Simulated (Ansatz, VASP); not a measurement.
# AlNi: VASP beside Ansatz

```
CELL_PARAMETERS angstrom
2.75681 0.00000 0.00000
-1.37841 2.38747 0.00000
0.00000 0.00000 3.82235
ATOMIC_POSITIONS crystal
Ni 0.00000 0.00000 0.00000
Al 0.33333 0.66667 0.50000
```

Alike in both runs: functional PBE; k mesh 14 × 14 × 12; occupations fermi-dirac, width 0.08 eV; no spin polarisation.

Ansatz relaxed the structure, and its values are those at the end. VASP's run is a single point on that final structure, the one shown.

|  | VASP | Ansatz |
| --- | --- | --- |
| version | VASP 6.6.1 | Ansatz 0.2.0 |
| potentials or method | VASP PAW PBE potentials, release 64 (Ni, Al), cutoff 520 eV | all-electron LAPW, scalar-relativistic |

```csv
,VASP,Ansatz,Ansatz less VASP
pressure (GPa),0.1,0.0,-0.10
```

Ansatz ran all-electron here, so the differences hold the error of VASP's frozen core and of both bases.

Spin polarisation is off, so any magnetic state and its effect on volume and gap are missing.
